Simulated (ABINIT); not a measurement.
# CoO (Fm-3m) in ABINIT: reference runs

How does CoO come out in PBEsol? The cell is run as given.

Everything below comes from runs of ABINIT 10.8.3 (patched build). Logs are shortened: lines on timing, memory, paths and dates and some standing lists are left out, and cuts for length are marked. The log counts tension as positive stress, the text compression.

## Step 1: The crystal as given

It takes space group Fm-3m (No. 225, cubic). Conventional cell: a = 4.263 Å, b = 4.263 Å, c = 4.263 Å, α = 90.00°, β = 90.00°, γ = 90.00°. Around Co (site symmetry m-3m) lie 6 O at 2.13 Å. O (site symmetry m-3m) is surrounded by 6 Co at 2.13 Å.

## Step 2: Single point, PBEsol, collinear spin, ferromagnetic start

The input, run.abi:

```
# Pseudopotentials
pp_dirpath "./"
pseudos "Co.upf, O.upf"

# Structure
acell 3.0143962082 3.0143962082 3.0143962082 Angstrom
rprim
     0.0000000000     0.7071067812     0.7071067812
     0.7071067812     0.0000000000     0.7071067812
     0.7071067812     0.7071067812     0.0000000000
ntypat 2
znucl 27 8
natom 2
typat 1 2
xred
     0.0000000000     0.0000000000     0.0000000000
     0.5000000000     0.5000000000     0.5000000000

# Plane-wave basis
ecut 48.0

# k points
kptopt 1
ngkpt 11 11 11
nshiftk 1
shiftk 0.0 0.0 0.0

# Exchange and correlation
ixc -116133

# Bands and occupations
nband 16
occopt 3
tsmear 0.00183747

# Spin
nsppol 2
spinat
     0.0000000000     0.0000000000     2.0000000000
     0.0000000000     0.0000000000     0.0000000000

# SCF cycle
nstep 100
tolvrs 1.0e-10

# Output
iomode 3
prtwf 0
prtden 0
prteig 0
prtebands 0
enunit 2
```

Potentials or basis: PseudoDojo NC SR PBEsol v0.4.1 standard.

On the command line:

```sh
abinit run.abi > log 2>&1
```

run.abo:

```text
.Version 10.8.3 of ABINIT
 Symmetries : space group Fm -3 m (#225); Bravais cF (face-center cubic)
================================================================================
 Values of the parameters that define the memory need of the present run
     intxc =       0    ionmov =       0      iscf =       7    lmnmax =       6
     lnmax =       6     mgfft =      36  mpssoang =       3    mqgrid =    3001
     natom =       2  nloc_mem =       1    nspden =       2   nspinor =       1
    nsppol =       2      nsym =      48    n1xccc =    2501    ntypat =       2
    occopt =       3   xclevel =       2
       mpw =        2102          nfft =       46656          nkpt =          56
================================================================================
================================================================================

--------------------------------------------------------------------------------
------------- Echo of variables that govern the present computation ------------
--------------------------------------------------------------------------------
 -outvars: echo values of preprocessed input variables --------
            acell      5.6963832685E+00  5.6963832685E+00  5.6963832685E+00 Bohr
              amu      5.89332000E+01  1.59994000E+01
             ecut      4.80000000E+01 Hartree
           enunit           2
                       outvar_i_n : Printing only first  50 k-points.
              ixc     -116133
                       outvar_i_n : Printing only first  50 k-points.
         kptrlatt       11    0    0      0   11    0      0    0   11
          kptrlen      6.26602160E+01
            natom           2
            nband          16
            ngfft          36      36      36
             nkpt          56
           nspden           2
           nsppol           2
            nstep         100
             nsym          48
           ntypat           2
                       prtocc : prtvol=0, do not print more k-points.
                       1.000000  1.000000  1.000000  1.000000  1.000000  1.000000
                       1.000000  1.000000  1.000000  1.000000  1.000000  1.000000
                       0.000000  0.000000  0.000000  0.000000
                       1.000000  1.000000  1.000000  1.000000  1.000000  1.000000
                       1.000000  1.000000  1.000000  1.000000  1.000000  1.000000
                       0.000000  0.000000  0.000000  0.000000
                       1.000000  1.000000  1.000000  1.000000  1.000000  1.000000
                       1.000000  1.000000  1.000000  1.000000  1.000000  1.000000
                       0.000000  0.000000  0.000000  0.000000
                       1.000000  1.000000  1.000000  1.000000  1.000000  1.000000
                       1.000000  1.000000  1.000000  1.000000  1.000000  1.000000
                       0.000000  0.000000  0.000000  0.000000
                       1.000000  1.000000  1.000000  1.000000  1.000000  1.000000
                       1.000000  1.000000  1.000000  1.000000  1.000000  1.000000
                       0.000000  0.000000  0.000000  0.000000
                       1.000000  1.000000  1.000000  1.000000  1.000000  1.000000
                       1.000000  1.000000  1.000000  1.000000  1.000000  1.000000
[... 293 lines left out ...]
 Magnetization (Bohr magneton)=  2.98374369E+00
 Total spin up =  1.29918718E+01   Total spin down =  1.00081282E+01
 Eigenvalues (hartree) for nkpt=  56  k points, SPIN UP:
 kpt#   1, nband= 16, wtk=  0.00075, kpt=  0.0000  0.0000  0.0000 (reduced coord)
  -3.22201   -1.87988   -1.87988   -1.87988   -0.41955    0.19864    0.19864    0.20312
   0.20312    0.20312    0.20552    0.20552    0.20552    0.35300    0.92955    0.97763
      occupation numbers for kpt#   1
   1.00000    1.00000    1.00000    1.00000    1.00000    1.00000    1.00000    1.00000
   1.00000    1.00000    1.00000    1.00000    1.00000    0.00000    0.00000    0.00000
 prteigrs : prtvol=0 or 1, do not print more k-points.

 Eigenvalues (hartree) for nkpt=  56  k points, SPIN DOWN:
 kpt#   1, nband= 16, wtk=  0.00075, kpt=  0.0000  0.0000  0.0000 (reduced coord)
  -3.12719   -1.77959   -1.77959   -1.77959   -0.39891    0.22681    0.22681    0.22681
   0.28342    0.28342    0.28342    0.31844    0.31844    0.37219    0.92681    0.99753
      occupation numbers for kpt#   1
   1.00000    1.00000    1.00000    1.00000    1.00000    1.00000    1.00000    1.00000
   1.00000    1.00000    1.00000    0.94567    0.94567    0.00000    0.00000    0.00000
 prteigrs : prtvol=0 or 1, do not print more k-points.

 Fermi (or HOMO) energy (eV) =   8.80800   Average Vxc (eV)= -13.13034
 Eigenvalues (   eV  ) for nkpt=  56  k points, SPIN UP:
 kpt#   1, nband= 16, wtk=  0.00075, kpt=  0.0000  0.0000  0.0000 (reduced coord)
 -87.67543  -51.15421  -51.15421  -51.15421  -11.41659    5.40534    5.40534    5.52716
   5.52716    5.52716    5.59257    5.59257    5.59257    9.60553   25.29426   26.60271
 prteigrs : prtvol=0 or 1, do not print more k-points.

 Eigenvalues (   eV  ) for nkpt=  56  k points, SPIN DOWN:
 kpt#   1, nband= 16, wtk=  0.00075, kpt=  0.0000  0.0000  0.0000 (reduced coord)
 -85.09513  -48.42502  -48.42502  -48.42502  -10.85482    6.17174    6.17174    6.17174
   7.71229    7.71229    7.71229    8.66516    8.66516   10.12769   25.21981   27.14422
 prteigrs : prtvol=0 or 1, do not print more k-points.

--- !EnergyTerms
iteration_state     : {dtset: 1, }
comment             : Components of total free energy in Hartree
kinetic             :  7.91113749106219E+01
hartree             :  4.55252720367107E+01
xc                  : -3.19323371106611E+01
Ewald energy        : -1.06281430785104E+02
psp_core            :  4.40322946949602E+00
local_psp           : -1.38269713999487E+02
non_local_psp       : -2.18242710459132E+01
internal            : -1.69267876524337E+02
'-kT*entropy'       : -1.13355467907724E-03
total_energy        : -1.69269010079016E+02
total_energy_eV     : -4.60604441273496E+03
band_energy         : -1.55266030612433E+01
...

 Cartesian components of stress tensor (hartree/bohr^3)
  sigma(1 1)=  3.77205779E-04  sigma(3 2)=  0.00000000E+00
  sigma(2 2)=  3.77205779E-04  sigma(3 1)=  0.00000000E+00
  sigma(3 3)=  3.77205779E-04  sigma(2 1)=  0.00000000E+00

-Cartesian components of stress tensor (GPa)         [Pressure= -1.1098E+01 GPa]
- sigma(1 1)=  1.10977772E+01  sigma(3 2)=  0.00000000E+00
- sigma(2 2)=  1.10977772E+01  sigma(3 1)=  0.00000000E+00
- sigma(3 3)=  1.10977772E+01  sigma(2 1)=  0.00000000E+00

== END DATASET(S) ==============================================================
================================================================================

 -outvars: echo values of variables after computation  --------
            acell      5.6963832685E+00  5.6963832685E+00  5.6963832685E+00 Bohr
           etotal     -1.6926901008E+02
            fcart     -0.0000000000E+00 -0.0000000000E+00 -0.0000000000E+00
                      -0.0000000000E+00 -0.0000000000E+00 -0.0000000000E+00
            rprim      0.0000000000E+00  7.0710678120E-01  7.0710678120E-01
                       7.0710678120E-01  0.0000000000E+00  7.0710678120E-01
                       7.0710678120E-01  7.0710678120E-01  0.0000000000E+00
           strten      3.7720577930E-04  3.7720577930E-04  3.7720577930E-04
                       0.0000000000E+00  0.0000000000E+00  0.0000000000E+00
           xangst      0.0000000000E+00  0.0000000000E+00  0.0000000000E+00
                       2.1315000000E+00  2.1315000000E+00  2.1315000000E+00
             xred      0.0000000000E+00  0.0000000000E+00  0.0000000000E+00
                       5.0000000000E-01  5.0000000000E-01  5.0000000000E-01
 Calculation completed.
```

Wall time 3.3 min (1 thread of Intel Xeon Platinum 8259CL at 2.50GHz (Skylake/Cascade Lake), shared host); peak memory 0.13 GiB.

What came out:

```
Free energy                                           : -4606.0444 eV
Pressure                                              : -11.1 GPa
Band gap on the k mesh                                : none (metal or under the smearing width)
Net moment                                            : 2.98 μB per cell
Site moments                                          : Co +2.58; O +0.37 μB
Valence electrons inside the program's atomic spheres : Co 15.02; O 6.18
```

Caveat: a cell with one magnetic atom can't hold antiferromagnetic order, which such compounds often take; semilocal functionals often make such compounds metallic where correlation or magnetic order opens a gap, which also shifts bond lengths.
